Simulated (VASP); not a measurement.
Crystal: Si.

```
Si
1.0
     3.83132    0.00000    0.00000
    -1.91566    3.31802    0.00000
     0.00000    0.00000    6.33262
Si
4
Cartesian
  1.9157 1.1060 5.9336
  0.0000 2.2120 2.7673
  1.9157 1.1060 3.5653
  0.0000 2.2120 0.3990
```

This isn't the form of Si at room conditions, which is diamond.

Base run:

```yaml
Program: VASP 6.6.1
Functional: TB-mBJ
Potentials_or_basis: VASP PAW PBE potentials, release 64 (Si)
Cutoff: 520 eV
k_mesh: 8 × 8 × 4
Occupations: gaussian, width 0.02 eV
Spin: no spin polarisation
```

Its results: band gap on the k mesh 1.12 eV, indirect (least direct gap 1.73 eV).

Task: The run is repeated on the same cell with these changes: functional from TB-mBJ to r2SCAN. What comes out?

Result: Band gap on the k mesh 0.62 eV, indirect (least direct gap 1.37 eV).
